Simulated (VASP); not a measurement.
Write the native input for VASP 6.6.1 that does the following.

- Task: band structure
- Functional: LAK
- Potentials or basis: VASP PAW PBE potentials, release 64 (Sb)
- Cutoff: 520 eV
- k mesh: 6 × 6 × 6
- Occupations: gaussian, width 0.05 eV
- Spin: no spin polarisation
- Further INCAR settings: ALGO = Normal; EDIFF = 1e-07

The structure of Sb lies in POSCAR:

```
Sb
1.0
    4.6155140000     -0.0253620000     -0.0209500000
   -0.0253620000      4.5723320000     -0.0882210000
   -0.0209500000     -0.0882210000      4.5497010000
Sb
3
Direct
    0.5000000000      0.5000000000      0.0000000000
    0.5000000000      0.0000000000      0.5000000000
    0.0000000000      0.5000000000      0.5000000000
```

The cell was built by a generator and needn't be a form met in nature.

The cell isn't the ideal one: cell strained at random at fixed volume.

One way to write it, as run:

INCAR

```
SYSTEM = Sb
ALGO = Normal ; EDIFF = 1E-7
ENCUT = 520 ; ISIF = 2
ISMEAR = 0 ; LASPH = .TRUE.
LCHARG = .FALSE. ; LMIXTAU = .TRUE.
LREAL = .FALSE. ; LWAVE = .FALSE.
METAGGA = LAK ; NELM = 80
PREC = Accurate ; SIGMA = 0.05
```

KPOINTS

```
k-points
0
G
  6 6 6
  0 0 0
```

KPOINTS_OPT

```
path XGY,LGZ,NGM,RG
15
line-mode
reciprocal
 0.0000000000  0.0000000000  0.5000000000  X
 0.0000000000  0.0000000000  0.0000000000  G

 0.0000000000  0.0000000000  0.0000000000  G
-0.5000000000  0.0000000000  0.0000000000  Y

-0.5000000000  0.0000000000  0.5000000000  L
 0.0000000000  0.0000000000  0.0000000000  G

 0.0000000000  0.0000000000  0.0000000000  G
 0.5000000000 -0.5000000000  0.0000000000  Z

 0.5000000000 -0.5000000000  0.5000000000  N
 0.0000000000  0.0000000000  0.0000000000  G

 0.0000000000  0.0000000000  0.0000000000  G
 0.0000000000 -0.5000000000  0.0000000000  M

 0.0000000000 -0.5000000000  0.5000000000  R
 0.0000000000  0.0000000000  0.0000000000  G
```

Potentials or basis: VASP PAW PBE potentials, release 64 (Sb).

The run is started by

```sh
$ cat potpaw_PBE.64/Sb/POTCAR > POTCAR
$ mpirun -np 1 vasp_std > vasp.out
```

Results of the run:

```yaml
Pressure: 1.8 GPa
Band_gap_along_the_path: none (metal or under the smearing width)
```

Caveat: the PAW data sets were made with another functional, which shifts forces and pressure a little; spin-orbit coupling is left out, which moves the levels of the heavy elements.

Wall time 22 min on 1 thread of AMD EPYC 7R43 64-Core Processor (Zen 3), with other jobs on the host, peak memory 0.3 GiB.
